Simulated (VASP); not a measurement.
## C under changes of volume

One of the cells (11.126 Å³/atom); the others are scaled copies at fixed shape and fractional positions:

```xyz
4
Lattice="1.2414 0.7167 8.3375 -1.2414 0.7167 8.3375 0.0000 -1.4334 8.3375" Properties=species:S:1:pos:R:3 pbc="T T T"
C     0.0000    0.0000    2.1804
C     0.0000    0.0000   18.8556
C     0.0000    0.0000    6.1568
C     0.0000    0.0000   22.8320
```

This isn't the form of C at room conditions, which is graphite.

* Program: VASP 6.6.1
* Functional: PBE
* Potentials or basis: VASP PAW PBE potentials, release 64 (C)
* Cutoff: 520 eV
* k mesh: 12 × 12 × 12
* Occupations: fermi-dirac, width 0.05 eV
* Spin: no spin polarisation

```tsv
volume (Å³/atom)	energy over the lowest point (meV/atom)	pressure (GPa)	gap on the mesh (eV)	largest force (eV/Å)
10.254	30.26	15.9	0.20	0.013
10.472	?	?	?	?
10.690	1.73	5.2	0.19	0.012
11.126	0.00	-3.8	0.18	0.011
11.345	7.76	-7.7	0.17	0.010
11.563	20.61	-11.3	0.16	0.010
```

Question: What does the run at 10.472 Å³/atom give?

Answer: Energy over the lowest point 12.33 meV/atom; pressure 10.3 GPa; gap on the mesh 0.20 eV; largest force 0.012 eV/Å.

Worked out: A Birch-Murnaghan fit of order 3 (a polynomial in V^(-2/3)) to the other rows has its minimum at 10.94 Å³/atom with B0 = V·E''(V) = 222 GPa and B' = 3.6 at fixed shape and positions, which overstates the stiffness. It gives 12.33 meV/atom at 10.472 Å³/atom, against the run's 12.33, and -dE/dV = 10.4 GPa, against 10.3. A straight line through the other rows of the gap, of slope -0.322 eV per unit of ln V (its deformation potential), gives 0.20 eV, against the run's 0.20.

Energies are extrapolated to zero smearing.

A mesh can miss the band edges.
